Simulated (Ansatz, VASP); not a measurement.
## One calculation of Au, two programs

```
CELL_PARAMETERS angstrom
2.87070 0.00000 0.00000
-1.43535 2.48610 0.00000
0.00000 0.00000 4.83070
ATOMIC_POSITIONS crystal
Au 0.33333 0.66667 0.75000
Au 0.66667 0.33333 0.25000
```

Change from the starting cell: volume scaled by 0.97, PAW files.

Alike in both runs: task electric field gradients; functional PBEsol; k mesh 14 × 14 × 8; occupations fermi-dirac, width 0.03 eV; no spin polarisation.

|  | VASP | Ansatz |
| --- | --- | --- |
| version | VASP 6.6.1 | Ansatz 0.2.0 |
| potentials or method | VASP PAW PBE potentials, release 64 (Au) | PAW with Ansatz's default frozen-core files, scalar-relativistic |
| plane-wave cutoff (eV) | 520 | 420 |
| valence electrons in the cell | 22 | 38 |

|  | VASP | Ansatz | Ansatz less VASP |
| --- | --- | --- | --- |
| pressure (GPa) | -2.3 | -2.0 | +0.26 |
| largest component of the traceless stress (GPa) | 0.49 | 0.48 | -0.010 |
| Vzz of the field gradient on the site that differs most (V/Å²) | 27.3 | 14.7 | -12.63 |

With one functional, cell and mesh, what is left measures potentials, basis and numerics. The two sets of potentials don't hold the same shells in valence. Ansatz warned: «gradients_without_spin_orbit».

Caveats: the PAW data sets were made with another functional, which shifts forces and pressure a little (VASP). The runs have no spin-orbit coupling, so splittings on Au are missing.
